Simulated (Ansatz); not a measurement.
# Calculated records

### Quasiparticle gap of GaP (F-43m)

It takes space group F-43m (No. 216, cubic). The conventional cell has a = 5.451 Å, b = 5.451 Å, c = 5.451 Å, α = 90.00°, β = 90.00°, γ = 90.00°. Ga has 4 P at 2.36 Å nearest. Nearest to P lie 4 Ga at 2.36 Å. Farther neighbours are not listed.

```xyz
2
Lattice="0.0000 2.7252 2.7252 2.7252 0.0000 2.7252 2.7252 2.7252 0.0000" Properties=species:S:1:pos:R:3 pbc="T T T"
Ga    0.0000    0.0000    0.0000
P     1.3626    1.3626    1.3626
```

| Item | Value |
| --- | --- |
| method | G0W0 on HSE06, plane waves, PAW (and 1 further level or step) |
| program | Ansatz 0.2.0 |
| settings of one run | cutoff 420 eV, 6×6×6 k-mesh, default PAW, empty bands 120, screening cutoff 120 eV, screening contour deformation, QP bands (v2, c2) |
| cost | 2 runs, 30 s in all on 1 × NVIDIA H100 80GB HBM3 (shared by 3 runs) with 3 threads of AMD EPYC 7R13 (Zen 3), shared host (the runs of this entry) |
| notes | In doubt: masses and optical values from hybrid runs of this build are listed as unsure (in some of the runs), which bears on the screening that GW takes from such a start. The cell and positions come from the Crystallography Open Database and are kept as given unless a step says otherwise. Limits: no spin-orbit coupling. The differences hold parts that these runs do not separate: finite bands, cutoffs and mesh, points of the zone that were not corrected, the start of G0W0, spin-orbit coupling missing from it, static nuclei, no electron-hole attraction, and what each experiment reads as the gap. How much each gives is not known from the steps shown. |
| HSE06 gap over mesh and listed points | 2.261 eV, from k = Γ to k = (-0.450, -0.450, 0.000) |
| G0W0@HSE06 gap over 9 of 16 irreducible mesh points | 2.415 eV, from k = Γ to k = (0.000, -0.500, -0.500) |
| GW settings | 6×6×6 mesh, 120 empty bands, screening to 120 eV |
| known limits | finite bands, screening cutoff and k mesh; no spin-orbit coupling in G0W0; d shells not analysed |

Over 9 of 16 irreducible mesh points the G0W0 gap is 2.415 eV, from k = Γ to k = (0.000, -0.500, -0.500). The HSE06 gap of this run on the mesh is 2.289 eV. The two states that bound the G0W0 gap lie that far apart at the start, so the correction of the gap is 2.415 − 2.289 = +0.126 eV. The valence state moves by 6.420 − 6.653 = −0.233 eV and the conduction state by 8.835 − 8.942 = −0.107 eV, on the run's own scale; how far single levels stand from their limit in bands is not shown.

[Paths, hosts, dates, memory and timing lines, banners, echoed tables and standing remarks are left out of the program output.]

[Logs are printed without paths, hosts, clocks, repeated set-up lines and the standing remarks that a program may print on its own settings, such as how far it seeks lower states.]

[Runs of the session that timed out or met a known fault of the program may be left out.]

[Cells called generated may have been cut or substituted from an entry of the Crystallography Open Database or the Materials Project.]

[Hosts, paths, dates, database ids (printed as entryN), source tags and the programs' standing remarks are cut or masked in the printed files.]
